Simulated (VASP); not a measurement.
Write the native input for VASP 6.6.1 that does the following.

```yaml
Task: single point
Functional: PBEsol
Potentials_or_basis: VASP PAW PBE potentials, release 64 (Pb_d, O)
Cutoff: 520 eV
k_mesh: 8 × 8 × 6
Occupations: gaussian, width 0.02 eV
Spin: no spin polarisation
Dipole_correction: no
Further_INCAR_settings: ALGO = Fast; EDIFF = 1e-06; NBANDS = 28
```

The structure of PbO lies in POSCAR:

```
PbO
1.0
    3.9909732480     -0.0397440000     -0.0346567680
   -0.0397440000      4.0536892800     -0.0097372800
   -0.0437918400     -0.0123039000      5.0850763200
Pb O
2 2
Direct
    0.0011272142      0.4675045290      0.2339590203
    0.5112721417      0.0317632850      0.7382492632
   -0.0256365741      0.0217995169      0.0137594584
    0.5132372182      0.4789301530      0.0140342493
```

The cell isn't the ideal one: all atoms moved at random, cell strained at random.

The input as run:

INCAR

```
  PREC = Accurate
  ENCUT = 520
  EDIFF = 1E-6
  ISMEAR = 0
  SIGMA = 0.02
  LREAL = False
  LASPH = True
  NELM = 100
  ALGO = Fast
  ISIF = 2
  LWAVE = False
  LCHARG = True
  GGA = PS
  LELF = True
  LVHAR = True
  NBANDS = 28
```

KPOINTS

```
Automatic mesh
0
Gamma
  8 8 6
```

Potentials or basis: VASP PAW PBE potentials, release 64 (Pb_d, O).

The run is started by

```console
$ cat potpaw_PBE.64/Pb_d/POTCAR potpaw_PBE.64/O/POTCAR > POTCAR
$ mpirun -np 1 vasp_std > vasp.out
```

Results of the run:

```
Pressure               : -1.7 GPa
Largest force          : 1.957 eV/Å
Band gap on the k mesh : 0.91 eV, indirect (least direct gap 1.48 eV)
```

Caveat: the PAW data sets were made with another functional, which shifts forces and pressure a little; spin-orbit coupling is left out, which as a rule narrows the gap of such compounds by several tenths of an eV.

Wall time 3.4 min on 1 thread of Intel(R) Xeon(R) 6975P-C (Granite Rapids), with other jobs on the host, peak memory 0.45 GiB.
